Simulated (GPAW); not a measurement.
## CuI (Marshite): dielectric function

What do local fields and a kernel do to the response of CuI (Marshite)?

Main program and level: GPAW 26.7.0; PBE and many-body steps on it, plane waves.

The database entry behind the starting cell differs from later determinations by our own check (about 0.15 % long (mineral sample)), so it need not match the best structure at ambient conditions.

## Step 1: Starting point

Symmetry: F-43m, No. 216, cubic system. Conventional cell: a = 6.063 Å, b = 6.063 Å, c = 6.063 Å, α = 90.00°, β = 90.00°, γ = 90.00°. Cu has 4 I at 2.63 Å nearest. Nearest to I lie 4 Cu at 2.63 Å. Farther neighbours and most contacts between anions are not listed.

Structure file:

```xyz
2
Lattice="0.0000 3.0315 3.0315 3.0315 0.0000 3.0315 3.0315 3.0315 0.0000" Properties=species:S:1:pos:R:3 pbc="T T T"
Cu    1.5157    1.5157    1.5157
I     0.0000    0.0000    0.0000
```

The cell and positions come from the Crystallography Open Database and are kept as given unless a step says otherwise. Spin-orbit coupling is left out unless a step names it.

## Step 2: Empty states on the mesh, 8×8×8 mesh, 74 bands

This step: GPAW 26.7.0; DFT, PBE, plane waves, PAW.

The sums over transitions need many empty states on a uniform mesh; this step solves for them.

run.py reads:

```python
import json
import numpy as np
from gpaw.mpi import world
from gpaw import GPAW

calc = GPAW('gs.gpw').fixed_density(kpts={'size': (8, 8, 8), 'gamma': True},
    nbands=86,
    convergence={'bands': 74},
    txt='nscf.txt')
calc.write('full.gpw', mode='all')
res = {}
kpts = calc.get_ibz_k_points()
res['kpts'] = kpts
res['eigenvalues'] = [calc.get_eigenvalues(kpt=k) for k in range(len(kpts))]
res['n_electrons'] = calc.get_number_of_electrons()

if world.rank == 0:
    with open('result.json', 'w') as f:
        json.dump(res, f, default=lambda x: x.tolist())
```

Command:

```sh
mpirun -n 4 gpaw python run.py
```

Numbers of over 12 decimals in the logs are rounded to 6 here.

The program printed:

```text
Diagonalizing LCAO Hamiltonian
Converting LCAO to pw mode
convergence criteria:
- Maximum integral of absolute [eigenst]ate change: 4e-08 eV^2 / valence electron
maximum number of iterations: 100

SCF iterations
|iter     |     time |      energy | eigst |  dens |
|iter:   1|  |             | +4.24 |       |
|iter:   2|  |             | +2.97 |       |
|iter:   3|  |             | +1.87 |       |
[...]
|iter:  12|  |             | -6.27 |       |
|iter:  13|  |             | -6.94 |       |
|iter:  14|  |             | -7.47c|       |
SCF steps: 14
  __  _  _
 | _ |_)|_||  |
 |__||  | ||/\| - 26.7.0

Input parameters:
  mode=PW(ecut=600.0),
  convergence={'bands': 74},
  gpts=array([25, 25, 25]),
  kpts=MonkhorstPack(size=(8, 8, 8), gamma=True),
  maxiter=100,
  nbands=86,
  occupations=Occupations(name='fermi-dirac', width=0.001, fixmagmom=False),
  parallel={},
  xc=XC(name='PBE')
# Writing to full.gpw (mode='all')
  [... matrices ...]

timing:  # [seconds]
  Total: 0.063  # ━━━━━━━━━━━━━━━━━━━━━━━━━━━━━━━━━━━━━━━━━━━━━━━━━━━━━━━━━━━
```

Elapsed: 34 s, on 4 MPI ranks of Arm Neoverse V1, shared host; peak memory 0.88 GiB; 2.3 min of CPU time.

Numbers from this step:

```yaml
gap: 1.138 eV
k_of_the_valence_top: 0, 0, 0
k_of_the_conduction_bottom: 0, 0, 0
least_direct_gap: 1.138 eV
k_points_computed: 29
lowest_point_of_the_top_converged_band_above_the_valence_top: 56.2111 eV
```

On this mesh the gap is 1.138 eV.

## Step 3: RPA response

The response function is computed on a frequency grid, with local fields up to the given cutoff.

This step: linear response, RPA, on PBE, plane waves, PAW.

run.py reads:

```python
import json
import numpy as np
from gpaw.mpi import world
from gpaw.response.df import DielectricFunction

df = DielectricFunction('full.gpw',
    ecut=50,
    nbands=74,
    eta=0.2,
    frequencies={'type': 'nonlinear', 'domega0': 0.05, 'omega2': 10.0},
    intraband=False,
    txt='df.txt')
res = {'optical': {}, 'eels': []}
for d in 'x':
    y0, y = df.get_dielectric_function(direction=d, xc='RPA', filename=None)
    res['optical'][d] = [y0.real, y0.imag, y.real, y.imag]
res['w'] = df.get_frequencies()
for q_c in [[0.125, 0, 0], [0.25, 0, 0], [0.5, 0, 0], [0.75, 0, 0], [1.25, 0, 0]]:
    res['eels'].append(df.get_eels_spectrum(q_c=q_c, xc='RPA', filename=None))

if world.rank == 0:
    with open('result.json', 'w') as f:
        json.dump(res, f, default=lambda x: x.tolist())
```

Command:

```sh
mpirun -n 4 gpaw python run.py
```

The program printed:

```text
Using integrator: PointIntegrator
NonLinearFrequencyDescriptor(from 0.000 to 76.484 eV, 368 points)
Nonperiodic BCs:  [False False False]
Using integrator: PointIntegrator
NonLinearFrequencyDescriptor(from 0.000 to 76.484 eV, 368 points)
Nonperiodic BCs:  [False False False]

Calculating chi0 body with:
    Ground state adapter containing:
    Number of spins: 1
    Number of kpoints: 512
    Number of irreducible kpoints: 29
    Number of completely occupied states: 9
    Number of partially occupied states: 9
    Occupied states memory: 2.145767 M / cpu

    Linear response parametrization:
    q_c: [0.0, 0.0, 0.0]
    Number of frequency points: 368
    Planewave cutoff: 50.0
    Number of bands: 74
    Number of planewaves: 59
    Broadening (eta): 0.2
    comm.size: 4
    kncomm.size: 4
    blockcomm.size: 1

    Memory estimate of potentially large arrays:
        chi0_wGG: 19.546630859375 M / cpu
Integrating chi0 body.

Symmetries of q_c:
    Direct symmetries (Uq -> q): 24
    Indirect symmetries (TUq -> q): 24
In total 48 allowed symmetries.

  [... matrices ...]
29 groups of equivalent kpoints. 94.3359375% reduction.

Integral kind: spectral function

Calculating chi0 optical extensions with:
    Ground state adapter containing:
    Number of spins: 1
    Number of kpoints: 512
    Number of irreducible kpoints: 29
    Number of completely occupied states: 9
    Number of partially occupied states: 9
    Occupied states memory: 2.145767 M / cpu

    Linear response parametrization:
    Number of frequency points: 368
    Planewave cutoff: 50.0
    Number of bands: 74
    Number of planewaves: 59
    Broadening (eta): 0.2
Integrating chi0 head and wings.

Symmetries of q_c:
    Direct symmetries (Uq -> q): 24
    Indirect symmetries (TUq -> q): 24
In total 48 allowed symmetries.

  [... matrices ...]
29 groups of equivalent kpoints. 94.3359375% reduction.

Integral kind: spectral function wings

Calculating chi0 body with:
    Ground state adapter containing:
    Number of spins: 1
    Number of kpoints: 512
    Number of irreducible kpoints: 29
    Number of completely occupied states: 9
    Number of partially occupied states: 9
    Occupied states memory: 2.145767 M / cpu

    Linear response parametrization:
    q_c: [0.125, 0.0, 0.0]
    Number of frequency points: 368
    Planewave cutoff: 50.0
    Number of bands: 74
    Number of planewaves: 52
    Broadening (eta): 0.2
    comm.size: 4
    kncomm.size: 4
    blockcomm.size: 1

    Memory estimate of potentially large arrays:
        chi0_wGG: 15.18359375 M / cpu
Integrating chi0 body.

Symmetries of q_c:
    Direct symmetries (Uq -> q): 6
    Indirect symmetries (TUq -> q): 0
In total 6 allowed symmetries.

  [... matrices ...]
120 groups of equivalent kpoints. 76.5625% reduction.

Integral kind: spectral function

[... 4 further calls ...]
```

The job ended after 29 s (4 MPI ranks; peak memory 1.3 GiB; 1.9 min of CPU time).

Numbers from this step:

| Item | Value |
| --- | --- |
| ε at zero frequency | 6.231 |
| the same without local fields | 6.858 |

The static value is 6.23.

The ε₂ has structure finer than the step of the table below, so its rows give means over 1 eV, whole bins alone (the curve runs from 0 to 39.8 eV). Peaks (eV: height): xx, no local fields 4.4: 7.19, 6.6: 8.86; xx, local fields 4.4: 6.52, 6.6: 6.58.

RPA, broadening 0.2 eV. The ε₂ by photon energy; means over each step:

```tsv
photon energy (eV)	xx, no local fields	xx, local fields
1	0.598	0.604
2	1.57	1.57
3	3.35	3.32
4	5.16	4.79
5	5.78	4.73
6	7.38	5.18
7	7.69	6.16
8	4.25	3.78
9	3.71	2.78
10	2.57	2.65
11	1.45	1.57
12	1.15	1.15
13	1.06	1.06
14	0.822	0.823
15	0.738	0.696
16	0.656	0.627
17	0.542	0.550
18	0.449	0.533
19	0.370	0.431
20	0.320	0.362
21	0.293	0.332
22	0.253	0.334
23	0.199	0.313
24	0.195	0.270
25	0.178	0.258
26	0.148	0.249
27	0.135	0.237
28	0.113	0.185
29	0.118	0.179
30	0.103	0.174
31	0.0880	0.145
32	0.102	0.147
33	0.0812	0.135
34	0.0665	0.105
35	0.0720	0.0988
36	0.0656	0.0872
37	0.0530	0.0712
38	0.0518	0.0649
39	0.0514	0.0632
```

Optical limit, local fields. The loss function, xx by energy loss; read off at these points:

```tsv
energy loss (eV)	loss function, xx
0.0	0
1.0	0.0166
2.0	0.0428
3.0	0.0585
4.0	0.0685
5.0	0.168
6.0	0.136
7.0	0.157
8.0	0.242
9.0	0.346
10.0	0.336
11.0	0.574
12.0	0.809
13.0	0.904
14.0	1.18
14.4	1.51
15.0	1.31
15.6	1.48
16.0	1.36
17.0	1.43
18.0	1.43
19.0	1.41
19.2	1.44
20.0	1.10
21.0	0.880
22.0	0.846
23.0	0.823
24.0	0.647
25.0	0.579
26.0	0.545
27.0	0.558
28.0	0.417
29.0	0.382
30.0	0.351
31.0	0.278
32.0	0.274
33.0	0.283
34.0	0.198
35.0	0.177
36.0	0.152
37.0	0.122
38.0	0.105
39.0	0.0997
```

The -Im 1/eps(q) has structure finer than the step of the table below, so its rows give means over 2 eV, whole bins alone (the curve runs from 0 to 39.8 eV). Peaks (eV: height): q = 0.224 1/A 14.4: 1.39, 18.0: 1.41; q = 0.449 1/A 14.4: 1.24, 17.8: 1.38, 19.2: 1.37; q = 0.897 1/A 14.4: 0.667, 20.2: 1.22; q = 1.346 1/A 23.0: 0.821, 26.0: 0.847; q = 2.244 1/A 32.8: 0.380.

RPA, local fields; q along the first reciprocal vector. Table of -Im 1/eps(q) by energy loss; means over each step:

```tsv
energy loss (eV)	q = 0.224 1/A	q = 0.449 1/A	q = 0.897 1/A	q = 1.346 1/A	q = 2.244 1/A
2	0.0205	0.00947	0.00431	0.00497	0.00344
4	0.0859	0.0691	0.0368	0.0390	0.0318
6	0.129	0.111	0.0828	0.0697	0.0496
8	0.253	0.232	0.162	0.132	0.0826
10	0.362	0.345	0.262	0.199	0.110
12	0.729	0.608	0.392	0.232	0.114
14	1.12	1.02	0.611	0.300	0.117
16	1.25	1.05	0.628	0.320	0.122
18	1.32	1.29	0.911	0.464	0.158
20	1.17	1.21	1.09	0.631	0.181
22	0.893	0.943	0.985	0.728	0.214
24	0.732	0.758	0.885	0.740	0.240
26	0.584	0.601	0.718	0.800	0.277
28	0.440	0.446	0.545	0.682	0.303
30	0.355	0.354	0.407	0.563	0.340
32	0.296	0.297	0.322	0.438	0.348
34	0.218	0.232	0.261	0.326	0.351
36	0.184	0.201	0.230	0.290	0.363
38	0.132	0.143	0.171	0.205	0.345
```

## Step 4: ALDA response

This step: linear response, ALDA, on PBE, plane waves, PAW.

Changes to run.py since step 3:

```diff
@@ -14,7 +14,7 @@
 for d in 'x':
-    y0, y = df.get_dielectric_function(direction=d, xc='RPA', filename=None)
+    y0, y = df.get_dielectric_function(direction=d, xc='ALDA', filename=None)
     res['optical'][d] = [y0.real, y0.imag, y.real, y.imag]
 res['w'] = df.get_frequencies()
-for q_c in [[0.125, 0, 0], [0.25, 0, 0], [0.5, 0, 0], [0.75, 0, 0], [1.25, 0, 0]]:
-    res['eels'].append(df.get_eels_spectrum(q_c=q_c, xc='RPA', filename=None))
+for q_c in [[0.5, 0, 0]]:
+    res['eels'].append(df.get_eels_spectrum(q_c=q_c, xc='ALDA', filename=None))
```

Command:

```sh
mpirun -n 4 gpaw python run.py
```

The program printed:

```text
Using integrator: PointIntegrator
NonLinearFrequencyDescriptor(from 0.000 to 76.484 eV, 368 points)
Nonperiodic BCs:  [False False False]
Using integrator: PointIntegrator
NonLinearFrequencyDescriptor(from 0.000 to 76.484 eV, 368 points)
Nonperiodic BCs:  [False False False]

Calculating chi0 body with:
    Ground state adapter containing:
    Number of spins: 1
    Number of kpoints: 512
    Number of irreducible kpoints: 29
    Number of completely occupied states: 9
    Number of partially occupied states: 9
    Occupied states memory: 2.145767 M / cpu

    Linear response parametrization:
    q_c: [0.0, 0.0, 0.0]
    Number of frequency points: 368
    Planewave cutoff: 50.0
    Number of bands: 74
    Number of planewaves: 59
    Broadening (eta): 0.2
    comm.size: 4
    kncomm.size: 4
    blockcomm.size: 1

    Memory estimate of potentially large arrays:
        chi0_wGG: 19.546630859375 M / cpu
Integrating chi0 body.

Symmetries of q_c:
    Direct symmetries (Uq -> q): 24
    Indirect symmetries (TUq -> q): 24
In total 48 allowed symmetries.

  [... matrices ...]
29 groups of equivalent kpoints. 94.3359375% reduction.

Integral kind: spectral function

Calculating chi0 optical extensions with:
    Ground state adapter containing:
    Number of spins: 1
    Number of kpoints: 512
    Number of irreducible kpoints: 29
    Number of completely occupied states: 9
    Number of partially occupied states: 9
    Occupied states memory: 2.145767 M / cpu

    Linear response parametrization:
    Number of frequency points: 368
    Planewave cutoff: 50.0
    Number of bands: 74
    Number of planewaves: 59
    Broadening (eta): 0.2
Integrating chi0 head and wings.

Symmetries of q_c:
    Direct symmetries (Uq -> q): 24
    Indirect symmetries (TUq -> q): 24
[...]
(0,0)   1.00000000  0.99995379  yes
      (1,-1)  0.00000000  0.00000000  yes
      (1,0)   0.00000000  0.00000000  yes
[...]
In total: 1.000000 of the surface norm square is covered on average
      In total: 1.000000 of the surface norm square could be covered on average

    RSHE of atom 1
      (l,m)   max weight  avg weight  included
[...]
In total: 1.000000 of the surface norm square is covered on average
      In total: 1.000000 of the surface norm square could be covered on average

  [... matrices ...]

Calculating chi0 body with:
    Ground state adapter containing:
    Number of spins: 1
    Number of kpoints: 512
    Number of irreducible kpoints: 29
    Number of completely occupied states: 9
    Number of partially occupied states: 9
    Occupied states memory: 2.145767 M / cpu

    Linear response parametrization:
    q_c: [0.5, 0.0, 0.0]
    Number of frequency points: 368
    Planewave cutoff: 50.0
    Number of bands: 74
    Number of planewaves: 40
    Broadening (eta): 0.2
    comm.size: 4
    kncomm.size: 4
    blockcomm.size: 1

    Memory estimate of potentially large arrays:
        chi0_wGG: 8.984375 M / cpu
Integrating chi0 body.

Symmetries of q_c:
    Direct symmetries (Uq -> q): 6
    Indirect symmetries (TUq -> q): 6
In total 12 allowed symmetries.

  [... matrices ...]
65 groups of equivalent kpoints. 87.3046875% reduction.

Integral kind: spectral function

Calculating ALDA kernel
Calculating f(G)
    Calculating PAW corrections

    RSHE of atom 0
      (l,m)   max weight  avg weight  included
[...]
[... further lines of this kind ...]
      In total: 1.000000 of the surface norm square is covered on average
      In total: 1.000000 of the surface norm square could be covered on average

    RSHE of atom 1
      (l,m)   max weight  avg weight  included
[...]
(4,-2)  0.00000000  0.00000000  yes
      (4,-1)  0.00000000  0.00000000  yes
      In total: 1.000000 of the surface norm square is covered on average
      In total: 1.000000 of the surface norm square could be covered on average
```

The job ended after 11 s (4 MPI ranks; peak memory 1.3 GiB; 42 s of CPU time).

Numbers from this step:

```yaml
eps_at_zero_frequency: 6.476
the_same_without_local_fields: 6.858
```

The static value is 6.48.

The ε₂ has structure finer than the step of the table below, so its rows give means over 1 eV, whole bins alone (the curve runs from 0 to 39.8 eV). Peaks (eV: height): xx, no local fields 4.4: 7.19, 6.6: 8.86; xx, local fields 4.4: 6.63, 6.6: 7.44.

ALDA, broadening 0.2 eV. ε₂ against photon energy; means over each step:

```tsv
photon energy (eV)	xx, no local fields	xx, local fields
1	0.598	0.624
2	1.57	1.66
3	3.35	3.51
4	5.16	4.97
5	5.78	4.91
6	7.38	5.92
7	7.69	6.63
8	4.25	3.70
9	3.71	2.92
10	2.57	2.65
11	1.45	1.52
12	1.15	1.14
13	1.06	1.06
14	0.822	0.819
15	0.738	0.705
16	0.656	0.624
17	0.542	0.549
18	0.449	0.513
19	0.370	0.418
20	0.320	0.358
21	0.293	0.328
22	0.253	0.324
23	0.199	0.293
24	0.195	0.252
25	0.178	0.242
26	0.148	0.228
27	0.135	0.206
28	0.113	0.162
29	0.118	0.164
30	0.103	0.155
31	0.0880	0.128
32	0.102	0.135
33	0.0812	0.120
34	0.0665	0.0940
35	0.0720	0.0903
36	0.0656	0.0817
37	0.0530	0.0664
38	0.0518	0.0620
39	0.0514	0.0609
```

## Step 5: RPA response, local-field cutoff (8×8×8 mesh, 74 bands, screening to 5 eV, broadening 0.2 eV)

This step: linear response, RPA, on PBE, plane waves, PAW.

Changes to run.py since step 4:

```diff
@@ -6,3 +6,3 @@
 df = DielectricFunction('full.gpw',
-    ecut=50,
+    ecut=5,
     nbands=74,
@@ -14,3 +14,3 @@
 for d in 'x':
-    y0, y = df.get_dielectric_function(direction=d, xc='ALDA', filename=None)
+    y0, y = df.get_dielectric_function(direction=d, xc='RPA', filename=None)
     res['optical'][d] = [y0.real, y0.imag, y.real, y.imag]
@@ -18,3 +18,3 @@
 for q_c in [[0.5, 0, 0]]:
-    res['eels'].append(df.get_eels_spectrum(q_c=q_c, xc='ALDA', filename=None))
+    res['eels'].append(df.get_eels_spectrum(q_c=q_c, xc='RPA', filename=None))
```

Command:

```sh
mpirun -n 4 gpaw python run.py
```

The program printed:

```text
Using integrator: PointIntegrator
NonLinearFrequencyDescriptor(from 0.000 to 76.484 eV, 368 points)
Nonperiodic BCs:  [False False False]
Using integrator: PointIntegrator
NonLinearFrequencyDescriptor(from 0.000 to 76.484 eV, 368 points)
Nonperiodic BCs:  [False False False]

Calculating chi0 body with:
    Ground state adapter containing:
    Number of spins: 1
    Number of kpoints: 512
    Number of irreducible kpoints: 29
    Number of completely occupied states: 9
    Number of partially occupied states: 9
    Occupied states memory: 2.145767 M / cpu

    Linear response parametrization:
    q_c: [0.0, 0.0, 0.0]
    Number of frequency points: 368
    Planewave cutoff: 5.0
    Number of bands: 74
    Number of planewaves: 1
    Broadening (eta): 0.2
    comm.size: 4
    kncomm.size: 4
    blockcomm.size: 1

    Memory estimate of potentially large arrays:
        chi0_wGG: 0.005615234375 M / cpu
Integrating chi0 body.

Symmetries of q_c:
    Direct symmetries (Uq -> q): 24
    Indirect symmetries (TUq -> q): 24
In total 48 allowed symmetries.

  [... matrices ...]
29 groups of equivalent kpoints. 94.3359375% reduction.

Integral kind: spectral function

Calculating chi0 optical extensions with:
    Ground state adapter containing:
    Number of spins: 1
    Number of kpoints: 512
    Number of irreducible kpoints: 29
    Number of completely occupied states: 9
    Number of partially occupied states: 9
    Occupied states memory: 2.145767 M / cpu

    Linear response parametrization:
    Number of frequency points: 368
    Planewave cutoff: 5.0
    Number of bands: 74
    Number of planewaves: 1
    Broadening (eta): 0.2
Integrating chi0 head and wings.

Symmetries of q_c:
    Direct symmetries (Uq -> q): 24
    Indirect symmetries (TUq -> q): 24
In total 48 allowed symmetries.

  [... matrices ...]
29 groups of equivalent kpoints. 94.3359375% reduction.

Integral kind: spectral function wings

Calculating chi0 body with:
    Ground state adapter containing:
    Number of spins: 1
    Number of kpoints: 512
    Number of irreducible kpoints: 29
    Number of completely occupied states: 9
    Number of partially occupied states: 9
    Occupied states memory: 2.145767 M / cpu

    Linear response parametrization:
    q_c: [0.5, 0.0, 0.0]
    Number of frequency points: 368
    Planewave cutoff: 5.0
    Number of bands: 74
    Number of planewaves: 2
    Broadening (eta): 0.2
    comm.size: 4
    kncomm.size: 4
    blockcomm.size: 1

    Memory estimate of potentially large arrays:
        chi0_wGG: 0.0224609375 M / cpu
Integrating chi0 body.

Symmetries of q_c:
    Direct symmetries (Uq -> q): 6
    Indirect symmetries (TUq -> q): 6
In total 12 allowed symmetries.

  [... matrices ...]
65 groups of equivalent kpoints. 87.3046875% reduction.

Integral kind: spectral function
```

The job ended after 8.8 s (4 MPI ranks; peak memory 1.1 GiB).

Numbers from this step:

```yaml
eps_at_zero_frequency: 6.858
the_same_without_local_fields: 6.858
```

The static value is 6.86.

(Continued in part 2 of 2.)

[Paths, hosts, dates, memory and timing lines, banners, echoed tables and standing remarks are left out of the program output.]

[Logs are printed without paths, hosts, clocks, repeated set-up lines and the standing remarks that a program may print on its own settings, such as how far it seeks lower states.]

[Runs of the session that timed out or met a known fault of the program may be left out.]

[Hosts, paths, dates, database ids (printed as entryN), source tags and the programs' standing remarks are cut or masked in the printed files.]
